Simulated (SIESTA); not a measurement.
# MgO (Fm-3m) in SIESTA: settings compared, part 2 of 2

SIESTA 5.4.2. The steps go on from the part before.

**3. Band structure, PBE**

Contents of MgO.fdf:

```
SystemName                      MgO
SystemLabel                     MgO
NumberOfSpecies                 2
NumberOfAtoms                   2
%block ChemicalSpeciesLabel
  1  12 Mg
  2   8 O
%endblock ChemicalSpeciesLabel
%include structure.fdf

%block kgrid.MonkhorstPack
   11   0   0  0.0
    0  11   0  0.0
    0   0  11  0.0
%endblock kgrid.MonkhorstPack
XC.Functional                   GGA
XC.Authors                      PBE
PAO.BasisSize                   DZP
PAO.EnergyShift                 0.003 Ry
Mesh.Cutoff                     800 Ry
OccupationFunction              FD
ElectronicTemperature           0.05 eV
MaxSCFIterations                120
SCF.MustConverge                false
SCF.Mixer.Method                Pulay
SCF.Mixer.Weight                0.25
SCF.Mixer.History               8
SCF.DM.Tolerance                5.0e-05
SCF.H.Tolerance                 1.0e-03 eV
WriteForces                     true
Charge.Mulliken                 end
Charge.Hirshfeld                end
Charge.Voronoi                  end
SaveRho                         true
SaveElectrostaticPotential      true
BandLinesScale                  ReciprocalLatticeVectors
%block BandLines
    1    0.000000   0.000000   0.000000  \Gamma
   12    0.500000   0.000000   0.500000  X
    6    0.500000   0.250000   0.750000  W
    4    0.375000   0.375000   0.750000  K
   13    0.000000   0.000000   0.000000  \Gamma
   11    0.500000   0.500000   0.500000  L
    8    0.625000   0.250000   0.625000  U
    4    0.500000   0.250000   0.750000  W
    9    0.500000   0.500000   0.500000  L
    8    0.375000   0.375000   0.750000  K
    1    0.625000   0.250000   0.625000  U
    4    0.500000   0.000000   0.500000  X
%endblock BandLines
%block PAO.Basis
  Mg 4
  n=2 0 2
    2.604 0.000
  n=3 0 2
    8.245 0.000
  n=2 1 2
    2.943 0.000
  n=3 1 1
    8.245
%endblock PAO.Basis
```

Contents of structure.fdf:

```
LatticeConstant                 1.0 Ang
%block LatticeVectors
     0.0000000000     2.0970013927     2.0970013927
     2.0970013927     0.0000000000     2.0970013927
     2.0970013927     2.0970013927     0.0000000000
%endblock LatticeVectors
AtomicCoordinatesFormat         Fractional
%block AtomicCoordinatesAndAtomicSpecies
     0.0000000000     0.0000000000     0.0000000000  1  Mg
     0.5000000000     0.5000000000     0.5000000000  2  O
%endblock AtomicCoordinatesAndAtomicSpecies
```

Potentials or basis: Ansatz (PBE files), DZP (energy shift 0.003 Ry; two zetas on semicore shells).

Launch:

```console
> siesta < MgO.fdf > MgO.out 2>&1
```

MgO.out:

```text
[... set-up lines left out ...]
redata: Recompute H after scf cycle                 =   F
redata: Mix DM in first SCF step                    =   T
[... 48 lines left out ...]
DM_history_depth set to one: no extrapolation allowed by default for geometry relaxation
Size of DM history Fstack: 1
Total number of electrons:    16.000000
Total ionic charge:    16.000000

 Kpoints in:          726 . Kpoints trimmed:          666

siesta: k-grid: Number of k-points = 666
siesta: k-points from Monkhorst-Pack grid
siesta: k-cutoff (effective) =    16.311 Ang
siesta: k-point supercell and displacements
siesta: k-grid:    11     0     0      0.000
siesta: k-grid:     0    11     0      0.000
siesta: k-grid:     0     0    11      0.000

diag: Algorithm                                     = D&C
diag: Absolute tolerance                            =  0.100E-15
diag: Orthogonalization factor                      =  0.100E-05
Using current reciprocal lattice vectors for BandLinesScale
Beware any cell changes by the end of the run.
Using current reciprocal lattice vectors for BandLinesScale
Beware any cell changes by the end of the run.

superc: Internal auxiliary supercell:     9 x     9 x     9  =     729
superc: Number of atoms, orbitals, and projectors:   1458  18954  15309

                     ====================================
                        Single-point calculation
                     ====================================

[... 140 lines left out ...]

Basis Enthalpy Calculation:
    Basis Pressure for species 1(Mg) :      0.2000000 GPa
    Basis Pressure for species 2(O) :      0.2000000 GPa

    Orbital volume contribution        =           1.330076 eV
    (Free)E + p_basis*V_orbitals       =       -2081.293145 eV
    (Free)Eharris+ p_basis*V_orbitals  =       -2081.293145 eV

mulliken: Atomic and Orbital Populations:

Species: Mg
Atom  Qatom  Qorb
               2s      2s      3s      3s      2py     2pz     2px     2py
               2pz     2px     3py     3pz     3px
   1  8.656   1.940   0.035   0.454  -0.124   1.956   1.956   1.956   0.048
              0.048   0.048   0.113   0.113   0.113

Species: O
Atom  Qatom  Qorb
               2s      2s      2py     2pz     2px     2py     2pz     2px
               3Pdxy   3Pdyz   3Pdz2   3Pdxz   3Pdx2-y2
   2  7.344   1.963  -0.141   2.526   2.526   2.526  -0.693  -0.693  -0.693
              0.005   0.005   0.005   0.005   0.005

mulliken: Qtot =       16.000

Mulliken Atomic Populations:
Atom #   charge [q] valence [e]  Species
     1     1.343591    8.656409  Mg
     2    -1.343591    7.343591  O
 Total     0.000000

Hirshfeld Atomic Populations:
Atom #   charge [q] valence [e]  Species
     1     0.335138    9.664862  Mg
     2    -0.335139    6.335139  O
 Total    -0.000001

Voronoi Atomic Populations:
Atom #   charge [q] valence [e]  Species
     1     0.419556    9.580444  Mg
     2    -0.419557    6.419557  O
 Total    -0.000001

Job completed
```

It took 78 s on 1 thread of AMD EPYC 7R43 (Zen 3), shared host; peak memory 0.26 GiB.

Results:

```
Free energy             : -2082.6232 eV
Pressure                : 9.1 GPa
Band gap on the k mesh  : 4.73 eV, direct
Band gap along the path : 4.73 eV, direct
Hirshfeld charges       : Mg +0.34; O -0.34 e
Voronoi charges         : Mg +0.42; O -0.42 e
```

Levels at the corners of the path, in eV from the valence-band top:
```csv
point,band 5,band 6,band 7,band 8,band 9,band 10,band 11,band 12
Γ,-17.35,0.00,0.00,0.00,4.73,26.27,26.27,26.27
X,-15.73,-4.18,-1.37,-1.37,10.11,13.65,19.59,20.18
W,-15.66,-3.02,-3.02,-1.80,12.44,12.76,12.76,15.96
K,-15.70,-3.57,-2.76,-1.14,11.03,12.42,13.34,19.37
Γ,-17.35,0.00,0.00,0.00,4.73,26.27,26.27,26.27
L,-15.97,-4.74,-0.61,-0.61,8.02,13.17,18.47,18.47
U,-15.70,-3.57,-2.76,-1.14,11.03,12.42,13.34,19.37
W,-15.66,-3.02,-3.02,-1.80,12.44,12.76,12.76,15.96
L,-15.97,-4.74,-0.61,-0.61,8.02,13.17,18.47,18.47
K,-15.70,-3.57,-2.76,-1.14,11.03,12.42,13.34,19.37
U,-15.70,-3.57,-2.76,-1.14,11.03,12.42,13.34,19.37
X,-15.73,-4.18,-1.37,-1.37,10.11,13.65,19.59,20.18
```

Caveat: Mulliken charges of long-ranged orbitals can have an unphysical sign; the basis of atomic orbitals isn't converged, which shifts pressures, moduli and gaps.

**4. Band structure, AM05**

MgO.fdf, as its differences from that of step 3:

```diff
@@ -8,3 +8,14 @@
 %endblock ChemicalSpeciesLabel
-%include structure.fdf
+
+LatticeConstant                 1.0 Ang
+%block LatticeVectors
+     0.0000000000     2.0970013927     2.0970013927
+     2.0970013927     0.0000000000     2.0970013927
+     2.0970013927     2.0970013927     0.0000000000
+%endblock LatticeVectors
+AtomicCoordinatesFormat         Fractional
+%block AtomicCoordinatesAndAtomicSpecies
+     0.0000000000     0.0000000000     0.0000000000  1  Mg
+     0.5000000000     0.5000000000     0.5000000000  2  O
+%endblock AtomicCoordinatesAndAtomicSpecies
 
@@ -16,3 +27,3 @@
 XC.Functional                   GGA
-XC.Authors                      PBE
+XC.Authors                      AM05
 PAO.BasisSize                   DZP
@@ -31,6 +42,2 @@
 Charge.Mulliken                 end
-Charge.Hirshfeld                end
-Charge.Voronoi                  end
-SaveRho                         true
-SaveElectrostaticPotential      true
 BandLinesScale                  ReciprocalLatticeVectors
@@ -53,3 +60,3 @@
   n=2 0 2
-    2.604 0.000
+    2.609 0.000
   n=3 0 2
@@ -57,3 +64,3 @@
   n=2 1 2
-    2.943 0.000
+    2.949 0.000
   n=3 1 1
```

Potentials or basis: PseudoDojo 0.4 standard (PBEsol files), DZP (energy shift 0.003 Ry; two zetas on semicore shells).

Launch:

```console
> siesta < MgO.fdf > MgO.out 2>&1
```

Wall time 75 s (1 thread of Arm Neoverse N1, shared host); peak memory 0.24 GiB.

It converged, with:

```yaml
Free_energy: -2063.0247 eV
Pressure: 6.6 GPa
Band_gap_on_the_k_mesh: 4.70 eV, direct
Band_gap_along_the_path: 4.70 eV, direct
```

Levels at the corners of the path, in eV from the valence-band top:
```tsv
point	band 6	band 7	band 8	band 9	band 10	band 11
Γ	0.00	0.00	0.00	4.70	26.27	26.27
X	-4.22	-1.38	-1.38	10.08	13.50	19.60
W	-3.04	-3.04	-1.81	12.40	12.58	12.58
K	-3.60	-2.78	-1.15	10.94	12.34	13.17
Γ	0.00	0.00	0.00	4.70	26.27	26.27
L	-4.77	-0.62	-0.62	7.93	13.07	18.41
U	-3.60	-2.78	-1.15	10.94	12.34	13.17
W	-3.04	-3.04	-1.81	12.40	12.58	12.58
L	-4.77	-0.62	-0.62	7.93	13.07	18.41
K	-3.60	-2.78	-1.15	10.94	12.34	13.17
U	-3.60	-2.78	-1.15	10.94	12.34	13.17
X	-4.22	-1.38	-1.38	10.08	13.50	19.60
```

Caveat: the potentials were made for another functional, which shifts forces and pressure; the basis of atomic orbitals isn't converged, which shifts pressures, moduli and gaps.

**5. The runs side by side**

| level | potentials or basis | gap on the mesh (eV) | pressure (GPa) |
| --- | --- | --- | --- |
| PBE | SPMS 1.0 (PBE files) or PseudoDojo by element, DZP (energy shift 0.003 Ry; two zetas on semicore shells) | 4.76 | 9.7 |
| PBE | Ansatz (PBE files), DZP (energy shift 0.003 Ry; two zetas on semicore shells) | 4.73 | 9.1 |
| AM05 | PseudoDojo 0.4 standard (PBEsol files), DZP (energy shift 0.003 Ry; two zetas on semicore shells) | 4.70 | 6.6 |

Alike in all rows: task band structure; no spin polarisation; cell as given; k mesh 11 × 11 × 11; smearing fermi-dirac 0.05 eV; grid cutoff 800 Ry; energy shift 0.003 Ry.

Caveats: the basis of atomic orbitals isn't converged, which shifts pressures, moduli and gaps; the potentials were made for another functional, which shifts forces and pressure (some runs).

Total energies depend on the potentials used, so only differences within one code and one set of settings carry meaning.

**6. Comparison with measurements**

Step 2. A measured gap of MgO is 7.83 eV (quoted in “Electronic structure of alkaline earth and post-transition metal oxides”, 2009, arxiv:0908.1581); the calculated 4.76 eV misses it by -3.07 eV. The value is that of PBE in an atomic basis (SPMS 1.0 (PBE files) or PseudoDojo by element, DZP (energy shift 0.003 Ry; two zetas on semicore shells)), whose error adds to the functional's,, without temperature or zero-point motion. Semilocal functionals fall short of measured gaps as a rule. The cell is a database's relaxed one, not the measured one, which moves gaps too.

Step 3. Measured gap of MgO: 7.83 eV (quoted in “Electronic structure of alkaline earth and post-transition metal oxides”, 2009, arxiv:0908.1581). This calculation gives 4.73 eV (-3.10 eV). The value is that of PBE in an atomic basis (Ansatz (PBE files), DZP (energy shift 0.003 Ry; two zetas on semicore shells)), whose error adds to the functional's,, without temperature or zero-point motion. Semilocal functionals fall short of measured gaps as a rule. The cell is a database's relaxed one, not the measured one, which moves gaps too.

Step 4. Measured gap of MgO: 7.83 eV (quoted in “Electronic structure of alkaline earth and post-transition metal oxides”, 2009, arxiv:0908.1581). This calculation gives 4.70 eV (-3.13 eV). The value is that of AM05 in an atomic basis (PseudoDojo 0.4 standard (PBEsol files), DZP (energy shift 0.003 Ry; two zetas on semicore shells)), whose error adds to the functional's,, without temperature or zero-point motion. Semilocal functionals fall short of measured gaps as a rule. The cell is a database's relaxed one, not the measured one, which moves gaps too.
